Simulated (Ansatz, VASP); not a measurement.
# One calculation of WS2 (Tungstenite), two programs

```
CELL_PARAMETERS angstrom
3.16994 0.00000 0.00000
-1.58497 2.74525 0.00000
0.00000 0.00000 12.49112
ATOMIC_POSITIONS crystal
W 0.33333 0.66667 0.25000
W 0.66667 0.33333 0.75000
S 0.33333 0.66667 0.62489
S 0.66667 0.33333 0.12489
S 0.33333 0.66667 0.87511
S 0.66667 0.33333 0.37511
```

Alike in both runs: task single point; functional r2SCAN; k mesh 12 × 12 × 2; no spin polarisation.

|  | VASP | Ansatz |
| --- | --- | --- |
| version | VASP 6.6.1 | Ansatz 0.2.0 |
| potentials or method | VASP PAW PBE potentials, release 64 (W_sv, S) | plane waves, PAW |
| plane-wave cutoff (eV) | 520 | 500 |
| occupations | gaussian, width 0.01 eV | fixed |
| valence electrons in the cell | 52 | 52 |

|  | VASP | Ansatz | Ansatz less VASP |
| --- | --- | --- | --- |
| gap on the k mesh at the Fermi level (eV) | 1.17 | 1.16 | -0.012 |
| pressure (GPa) | 1.4 | 1.2 | -0.19 |
| largest component of the traceless stress (GPa) | 0.18 | 0.13 | -0.059 |
| rms of the force components (eV/Å) | 0.014 | 0.025 | +0.0106 |

Atom by atom the forces differ by 0.011 eV/Å (rms over components).

Caveats: the PAW data sets were made with another functional, which shifts forces and pressure a little (VASP); spin-orbit coupling is left out, which moves the levels of the heavy elements. r2SCAN opens gaps a little over a GGA but as a rule still falls short of measured ones. A k mesh can miss the band edges.
